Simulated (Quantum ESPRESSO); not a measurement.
A run of Quantum ESPRESSO 7.5 is set up as follows.

File pw.in:

```
&CONTROL
  calculation = 'vc-relax'
  prefix = 'pwscf'
  outdir = './tmp'
  pseudo_dir = './pseudo'
  tprnfor = .true.
  tstress = .true.
  disk_io = 'low'
  nstep = 40
  forc_conv_thr = 0.0004
  etot_conv_thr = 1d-05
/
&SYSTEM
  ibrav = 0
  nat = 3
  ntyp = 2
  ecutwfc = 80
  nbnd = 20
  occupations = 'smearing'
  smearing = 'fd'
  degauss = 0.00367493
/
&ELECTRONS
  conv_thr = 6d-10
  electron_maxstep = 120
  mixing_beta = 0.5
/
&IONS
  ion_dynamics = 'bfgs'
/
&CELL
  cell_dynamics = 'bfgs'
  press = 0
  press_conv_thr = 0.3
/
ATOMIC_SPECIES
Mo    95.9500 Mo.upf
S     32.0600 S.upf
CELL_PARAMETERS angstrom
   3.2274645616    0.0000000000    0.0000000000
  -1.6137322808    2.7950663001    0.0000000000
   0.0000000000    0.0000000000    6.3124734200
ATOMIC_POSITIONS crystal
Mo     0.0000000000    0.0000000000    0.5000000000
S      0.6666666667    0.3333333333    0.7446806800
S      0.3333333333    0.6666666667    0.2553193200
K_POINTS automatic
9 9 4 0 0 0
```

Potentials or basis: PseudoDojo 0.4.1 SR PBE standard.

Launch:

```console
$ OMP_NUM_THREADS=1 pw.x -in pw.in > pw.out
```

(1) Estimate the relaxed volume.

(2) Estimate the band gap on the k mesh.

(3) Predict the space group after relaxing (to 0.05 Å).

## Answers

(1) 19.92 Å³/atom.

(2) none (metal or under the smearing width).

(3) P-3m1 (No. 164).

Caveat: this functional lacks dispersion, which binds the layers, so the pressure and a relaxed spacing across them are unreliable.
